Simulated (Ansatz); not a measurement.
Wanted: the native input for an Ansatz 0.2.0 run.

```yaml
Task: elastic constants
Functional: PBEsol
Potentials_or_basis: Ansatz PAW
Cutoff: "420 eV (not typed: the program's choice for these potentials)"
k_mesh: 6 × 6 × 6
Occupations: fermi-dirac, width 0.05 eV
Spin: no spin polarisation
Atoms_under_strain: relaxed
```

The system is HgTe (Coloradoite).

```
CELL_PARAMETERS angstrom
0.00000 3.21450 3.21450
3.21450 0.00000 3.21450
3.21450 3.21450 0.00000
ATOMIC_POSITIONS crystal
Hg 0.00000 0.00000 0.00000
Te 0.75000 0.75000 0.75000
```

These files were run (other wordings do the same):

input.yaml

```yaml
crystal:
  lattice:
    - [0.0, 3.2145, 3.2145]
    - [3.2145, 0.0, 3.2145]
    - [3.2145, 3.2145, 0.0]
  atoms:
    - { symbol: Hg, position: [0.0, 0.0, 0.0] }
    - { symbol: Te, position: [0.75, 0.75, 0.75] }
hamiltonian:
  xc: pbesol
  pseudopotentials: { kind: paw }
kpoints:
  mp_grid: { grid: [6, 6, 6] }
scf:
  occupations: { method: fermi_dirac, width: 0.05 }
output:
  forces: true
  stress: true
elastic:
  mode: relaxed_ion
  stencil: two_point
```

Potentials or basis: Ansatz PAW.

Run with:

```console
$ ansatz run input.yaml --threads 2 --pin off --max-ram 5632MiB --backend cpu --events-out ev --progress --plain --runs-dir out
```

It gave:

The pressure is 1.8 GPa. The band gap on the k mesh is none (metal or under the smearing width). The elastic constants C11, C12, C44 are 60, 46, 19 GPa. The voigt bulk modulus is 51 GPa.

Caveat: elastic constants of metals need much finer meshes, so these are rough; the PAW data sets come from PBE, with cores solved anew for the run's functional, which leaves a small shift of forces and pressure.

Wall time 12 s on 2 threads of Intel(R) Xeon(R) 6975P-C (Granite Rapids), on a shared host, peak memory 0.48 GiB.
